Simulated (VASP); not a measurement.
# ZnS in VASP: one cell, several levels of theory, part 2 of 2

VASP 6.6.1, plane waves, PAW. The steps go on from the part before.

**3. r2SCAN at this geometry**

The input, INCAR:

```
ENCUT = 520.000000
SIGMA = 0.010000
EDIFF = 1.00e-07
ALGO = Normal
METAGGA = R2SCAN
PREC = Accurate
IBRION = -1
ISIF = 2
ISMEAR = 0
NBANDS = 16
NELM = 120
NSW = 0
LASPH = .TRUE.
LCHARG = .FALSE.
LWAVE = .FALSE.
LREAL = .FALSE.
```

The input, KPOINTS:

```
KPOINTS created by Atomic Simulation Environment
0
Gamma
8 8 8
0 0 0
```

The input, KPOINTS_OPT:

```
special points
6
Reciprocal
0.0000000000 0.0000000000 0.0000000000 1
-0.5000000000 -0.5000000000 0.0000000000 1
-0.3750000000 -0.3750000000 0.2500000000 1
-0.3750000000 0.0000000000 0.3750000000 1
0.0000000000 0.0000000000 0.5000000000 1
-0.5000000000 -0.2500000000 0.2500000000 1
```

The input, POSCAR:

```
Zn S
 1.0000000000000000
     0.0000000000000000    2.6940858314999998    2.8018492648000000
     2.6940858314999998    0.0000000000000000    2.8018492648000000
     2.6940858314999998    2.6940858314999998    0.0000000000000000
 Zn  S
   1   1
Cartesian
  0.0000000000000000  0.0000000000000000  0.0000000000000000
  1.3470429157499999  1.3470429157499999  1.4009246323999998
```

Run with:

```
$ mpirun -np 1 vasp_std
```

Standard output, without the iteration lines:

```text
POSCAR found type information on POSCAR ZnS
 POSCAR found :  2 types and       2 ions
 -----------------------------------------------------------------------------
|                                                                             |
|                                                                             |
|     You enforced a specific xc type in the INCAR file but a different       |
|     I HOPE YOU KNOW WHAT YOU ARE DOING!                                     |
|                                                                             |
 -----------------------------------------------------------------------------

 LDA part: xc-table for (None), standard interpolation
 POSCAR, INCAR and KPOINTS ok, starting setup
 FFT: planning ... GRIDC
 FFT: planning ... GRID_SOFT
 FFT: planning ... GRID
 WAVECAR not read
 entering main loop
 Start KPOINTS_OPT (optional k-point list driver)
k-point batch [1-6\6]
```

OSZICAR:

```text
N       E                     dE             d eps       ncg     rms          rms(c)
DAV:   1     0.743982835219E+02    0.74398E+02   -0.91228E+03  1888   0.137E+03
DAV:   2    -0.161602786268E+02   -0.90559E+02   -0.85046E+02  2168   0.261E+02
DAV:   3    -0.218771018518E+02   -0.57168E+01   -0.56948E+01  2256   0.650E+01
DAV:   4    -0.219348367978E+02   -0.57735E-01   -0.57720E-01  2424   0.674E+00
DAV:   5    -0.219354770653E+02   -0.64027E-03   -0.64026E-03  2320   0.660E-01    0.671E+00
DAV:   6    -0.188562749562E+02    0.30792E+01   -0.14533E+00  1968   0.369E+01    0.607E+00
DAV:   7    -0.188279695161E+02    0.28305E-01   -0.41790E-01  2424   0.101E+01    0.355E+00
DAV:   8    -0.188445302016E+02   -0.16561E-01   -0.30920E-02  2408   0.167E+00    0.116E+00
DAV:   9    -0.188465200272E+02   -0.19898E-02   -0.29519E-03  2416   0.116E+00    0.963E-02
DAV:  10    -0.188466587184E+02   -0.13869E-03   -0.82787E-04  2304   0.294E-01    0.730E-02
DAV:  11    -0.188467049317E+02   -0.46213E-04   -0.17958E-04  2312   0.310E-01    0.228E-02
DAV:  12    -0.188467073159E+02   -0.23842E-05   -0.46967E-05  2440   0.157E-01    0.905E-03
DAV:  13    -0.188467120953E+02   -0.47794E-05   -0.64092E-06  2496   0.550E-02    0.474E-03
DAV:  14    -0.188467138821E+02   -0.17868E-05   -0.15900E-06  2112   0.108E-02    0.138E-03
DAV:  15    -0.188467140432E+02   -0.16105E-06   -0.27088E-08  1216   0.141E-03    0.120E-03
DAV:  16    -0.188467144136E+02   -0.37037E-06   -0.75372E-09  1176   0.129E-03    0.748E-05
DAV:  17    -0.188467144052E+02    0.83287E-08   -0.25156E-09  1112   0.395E-04
   1 F= -.18846714E+02 E0= -.18846714E+02  d E =-.506583E-26
       N       E                     dE             ncg
DAV:   1     0.227475978587E+04   -0.32933E+04      192
DAV:   2     0.174495360500E+04   -0.52981E+03      232
DAV:   3     0.171290130597E+04   -0.32052E+02      256
DAV:   4     0.171261123564E+04   -0.29007E+00      240
DAV:   5     0.171260791506E+04   -0.33206E-02      248
DAV:   6     0.171260785312E+04   -0.61946E-04      240
DAV:   7     0.171260785171E+04   -0.14091E-05      264
DAV:   8     0.171260785167E+04   -0.33776E-07      200
```

OUTCAR, selected sections:

```text
k-points           NKPTS =     59   k-points in BZ     NKDIM =     59   number of bands    NBANDS=     16

   NELECT =      18.0000    total number of electrons

   dimension x,y,z NGX =    30 NGY =   30 NGZ =   28
   dimension x,y,z NGXF=    60 NGYF=   60 NGZF=   56

  energy-cutoff  :      520.00
  volume of cell :       40.67
      direct lattice vectors                 reciprocal lattice vectors
     0.000000000  2.694085831  2.801849265    -0.185591711  0.185591711  0.178453569
     2.694085831  0.000000000  2.801849265     0.185591711 -0.185591711  0.178453569
     2.694085831  2.694085831  0.000000000     0.185591711  0.185591711 -0.178453569

 k-points in reciprocal lattice and weights: KPOINTS created by Atomic Simulation Env
   0.00000000  0.00000000  0.00000000       0.002
   0.12500000  0.00000000  0.00000000       0.016
   0.25000000  0.00000000  0.00000000       0.016
   0.37500000  0.00000000  0.00000000       0.016
   0.50000000  0.00000000  0.00000000       0.008
   0.12500000  0.12500000  0.00000000       0.004
   0.25000000  0.12500000  0.00000000       0.016
   0.37500000  0.12500000  0.00000000       0.016
[... 51 more k-points ...]

 E-fermi :   1.6685

 k-point     1 :       0.0000    0.0000    0.0000
  band No.  band energies     occupation
      1     -11.9071      2.00000
      2      -4.8476      2.00000
      3      -4.8239      2.00000
      4      -4.8238      2.00000
      5      -4.3308      2.00000
      6      -4.3227      2.00000
      7       1.4482      2.00000
      8       1.5979      2.00000
      9       1.5979      2.00000
     10       4.0768      0.00000
     11       8.4811      0.00000
     12       8.4812      0.00000
     13       8.4891      0.00000
     14      13.4106      0.00000
     15      13.9413      0.00000
     16      14.1543      0.00000

 k-point     2 :       0.1250    0.0000    0.0000
  band No.  band energies     occupation
      1     -11.7938      2.00000
      2      -4.8344      2.00000
      3      -4.8111      2.00000
      4      -4.8025      2.00000
      5      -4.3309      2.00000
      6      -4.3252      2.00000
      7       0.4794      2.00000
      8       1.3500      2.00000
      9       1.4667      2.00000
     10       4.8726      0.00000
     11       8.3314      0.00000
     12       8.7434      0.00000
     13       8.7462      0.00000
     14      12.9208      0.00000
     15      13.4801      0.00000
     16      14.7311      0.00000

 k-point     3 :       0.2500    0.0000    0.0000
  band No.  band energies     occupation
      1     -11.4994      2.00000
      2      -4.7850      2.00000
      3      -4.7574      2.00000
      4      -4.7543      2.00000
      5      -4.3259      2.00000
      6      -4.3239      2.00000
      7      -1.2273      2.00000
      8       1.0143      2.00000
      9       1.1782      2.00000
     10       5.4512      0.00000
     11       8.8015      0.00000
     12       9.1450      0.00000
     13       9.1740      0.00000
     14      12.8992      0.00000
     15      13.1290      0.00000
     16      14.2988      0.00000

 k-point     4 :       0.3750    0.0000    0.0000
  band No.  band energies     occupation
      1     -11.1677      2.00000
      2      -4.7430      2.00000
      3      -4.7137      2.00000
      4      -4.5366      2.00000
      5      -4.3158      2.00000
      6      -4.3032      2.00000
      7      -2.7475      2.00000
      8       0.7146      2.00000
      9       0.9190      2.00000
     10       5.3637      0.00000
     11       8.9124      0.00000
     12       9.2119      0.00000
     13      10.2603      0.00000
     14      13.7909      0.00000
     15      14.1163      0.00000
     16      14.3554      0.00000

 k-point     5 :       0.5000    0.0000    0.0000
  band No.  band energies     occupation
      1     -11.0166      2.00000
      2      -4.7313      2.00000
      3      -4.6999      2.00000
      4      -4.3075      2.00000
      5      -4.2956      2.00000
      6      -4.1406      2.00000
      7      -3.6311      2.00000
      8       0.5976      2.00000
      9       0.8181      2.00000
     10       5.2773      0.00000
     11       8.8248      0.00000
     12       9.1377      0.00000
     13      10.8497      0.00000
     14      14.2260      0.00000
     15      15.3840      0.00000
     16      15.6508      0.00000

 k-point     6 :       0.1250    0.1250    0.0000
  band No.  band energies     occupation
      1     -11.7631      2.00000
      2      -4.8583      2.00000
      3      -4.7846      2.00000
      4      -4.7845      2.00000
      5      -4.3467      2.00000
      6      -4.3136      2.00000
      7       0.4379      2.00000
      8       1.2209      2.00000
      9       1.2209      2.00000
     10       5.1862      0.00000
     11       7.8101      0.00000
     12       9.1151      0.00000
     13       9.1152      0.00000
     14      11.7511      0.00000
     15      14.3463      0.00000
     16      15.1128      0.00000

 k-point     7 :       0.2500    0.1250    0.0000
  band No.  band energies     occupation
      1     -11.5337      2.00000
      2      -4.8377      2.00000
      3      -4.7354      2.00000
      4      -4.7349      2.00000
      5      -4.3536      2.00000
      6      -4.3067      2.00000
      7      -0.7854      2.00000
      8       0.8477      2.00000
      9       0.8713      2.00000
     10       5.9782      0.00000
     11       7.6957      0.00000
     12       9.3663      0.00000
     13       9.7219      0.00000
     14      11.5777      0.00000
     15      14.2011      0.00000
     16      15.8100      0.00000

 k-point     8 :       0.3750    0.1250    0.0000
  band No.  band energies     occupation
      1     -11.2104      2.00000
      2      -4.7623      2.00000
      3      -4.6884      2.00000
      4      -4.6154      2.00000
      5      -4.3310      2.00000
      6      -4.3007      2.00000
      7      -2.2361      2.00000
      8       0.3715      2.00000
      9       0.6256      2.00000
     10       6.1132      0.00000
     11       8.2356      0.00000
     12       9.6304      0.00000
     13       9.8850      0.00000
     14      12.9538      0.00000
     15      14.7768      0.00000
     16      15.1154      0.00000

 k-point     9 :       0.5000    0.1250    0.0000
  band No.  band energies     occupation
      1     -10.9848      2.00000
      2      -4.7287      2.00000
      3      -4.6707      2.00000
      4      -4.3555      2.00000
      5      -4.3039      2.00000
      6      -4.1901      2.00000
      7      -3.3480      2.00000
      8      -0.0012      2.00000
      9       0.6005      2.00000
     10       6.0364      0.00000
     11       8.2766      0.00000
     12       9.6621      0.00000
     13      10.7785      0.00000
     14      14.2301      0.00000
     15      15.4420      0.00000
     16      15.4567      0.00000

 k-point    10 :      -0.3750    0.1250    0.0000
  band No.  band energies     occupation
      1     -11.0261      2.00000
      2      -4.7260      2.00000
      3      -4.6840      2.00000
      4      -4.4249      2.00000
      5      -4.3248      2.00000
      6      -4.2354      2.00000
      7      -3.0691      2.00000
      8      -0.1169      2.00000
      9       0.8043      2.00000
     10       6.0651      0.00000
     11       8.5202      0.00000
     12       9.5012      0.00000
     13      10.3774      0.00000
     14      13.7460      0.00000
     15      14.5903      0.00000
     16      16.2924      0.00000

 k-point    11 :      -0.2500    0.1250    0.0000
  band No.  band energies     occupation
      1     -11.3007      2.00000
      2      -4.7548      2.00000
      3      -4.7253      2.00000
      4      -4.6939      2.00000
      5      -4.3426      2.00000
      6      -4.2882      2.00000
      7      -1.7874      2.00000
      8       0.0907      2.00000
      9       1.1407      2.00000
     10       6.1397      0.00000
     11       8.5886      0.00000
     12       9.2938      0.00000
     13       9.3644      0.00000
     14      12.4096      0.00000
     15      14.5310      0.00000
     16      15.2114      0.00000

 k-point    12 :      -0.1250    0.1250    0.0000
  band No.  band energies     occupation
      1     -11.6137      2.00000
      2      -4.8184      2.00000
      3      -4.7764      2.00000
      4      -4.7754      2.00000
      5      -4.3395      2.00000
      6      -4.3135      2.00000
      7      -0.3894      2.00000
      8       0.6514      2.00000
      9       1.4276      2.00000
     10       5.6690      0.00000
     11       7.9830      0.00000
     12       8.9538      0.00000
     13       9.3741      0.00000
     14      12.4497      0.00000
     15      13.4741      0.00000
     16      15.6702      0.00000

[... the tables of k-points 13 to 59 left out ...]

  Total       -0.5428660     -0.5428660     -1.0204935      0.0000000      0.0000000      0.0000000
  in kB      -21.3848218    -21.3848218    -40.1997381      0.0000000      0.0000000      0.0000000
  external PRESSURE =     -27.6564606 kB  Pullay stress =       0.0000000 kB

 POSITION                                       TOTAL-FORCE (eV/Angst)
 -----------------------------------------------------------------------------------
      0.00000      0.00000      0.00000         0.000000      0.000000      0.000000
      1.34704      1.34704      1.40092        -0.000000     -0.000000     -0.000000
 -----------------------------------------------------------------------------------
    total drift:                                0.000525      0.000525      0.002143

  FREE ENERGIE OF THE ION-ELECTRON SYSTEM (eV)
  ---------------------------------------------------
  free  energy   TOTEN  =       -18.8467144052 eV

  energy  without entropy=      -18.8467144052  energy(sigma->0) =      -18.84671441
```

Hardware: 1 MPI rank of Intel Xeon Platinum 8488C, shared host.

The levels at the points of KPOINTS_OPT are read from vasprun.xml.

Band energies at the special points (eV, zero at the top of v, the last band that the electrons fill by count):

```
point    v−1      v     c   c+1
    Γ   0.00   0.00  2.48  6.88
    X  -2.08  -2.08  3.89  4.70
    U  -3.09  -1.67  4.69  6.51
    K  -3.08  -1.87  4.39  6.22
    L  -1.00  -0.78  3.68  7.23
    W  -2.71  -2.69  6.09  6.48
```

Gap with r2SCAN: 2.48 eV, direct (Γ). Pressure: -2.77 GPa; the forces vanish within 0.01 eV/Å.

**4. Summary**

The summary covers parts 1 to 2.

```
 level  gap (eV)  pressure (GPa)  Ansatz: gap (eV)  Ansatz: pressure (GPa)
   PBE      1.93           -0.47              1.92                   -0.61
r2SCAN      2.48           -2.77              2.47                   -2.83
```

**Reading.** The gap runs from 1.93 eV (PBE) to 2.48 eV (r2SCAN). The pressure is highest with PBE (-0.5 GPa) and lowest with r2SCAN (-2.8 GPa), which orders the cells that they would relax to. The two programs agree on the gap within 0.02 eV, far less than the spread between functionals. Datasets and cutoffs are each program's own.
